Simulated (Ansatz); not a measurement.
**One structure, 4 elements: MgO, CaO, SrO, BaO**

Plane-wave DFT in Ansatz with scalar-relativistic PAW potentials, cutoff 420 eV, Γ-centred meshes chosen by cell and gap, Gaussian smearing with energies taken to zero width. Every cell was relaxed (cell and atoms) in a run of its own, within the symmetry of its start. Functional: PBE+D3(BJ).

All members share space group Fm-3m and the same sites; only the element on one set of sites changes (Mg, Ca, Sr, Ba). Members needn't be the stable form of their composition. Energies over the elements, where given, are against the elements' standard states in the same functional (H₂, N₂, O₂ and halogens uncorrected, Hg as a solid). The first member:

Space group Fm-3m (No. 225). a = 4.208 Å, b = 4.208 Å, c = 4.208 Å, α = 90.00°, β = 90.00°, γ = 90.00°
```json
{"atom": "Mg", "site": "4a", "symmetry": "m-3m", "x": "0.0000", "y": "0.0000", "z": "0.0000"}
{"atom": "O", "site": "4b", "symmetry": "m-3m", "x": "0.5000", "y": "0.0000", "z": "0.0000"}
```

```tsv
compound	V (Å³/atom)	a (Å)	gap on mesh (eV)
MgO	9.31	4.208	4.77
SrO	17.07	5.149	3.32
BaO	21.12	5.529	2.02
```

Q: Predict the member with Ca.

A: V (Å³/atom) 13.68, a (Å) 4.783, gap on mesh (eV) 3.65. Interpolating linearly in period between Mg and Sr would give 13.19 Å³/atom (3.6 % too small) and a gap of 4.04 eV. Over the whole series the volume grows at each step down the group; the gap narrows.

Spin-orbit coupling is left out, which matters for the bands of heavy elements.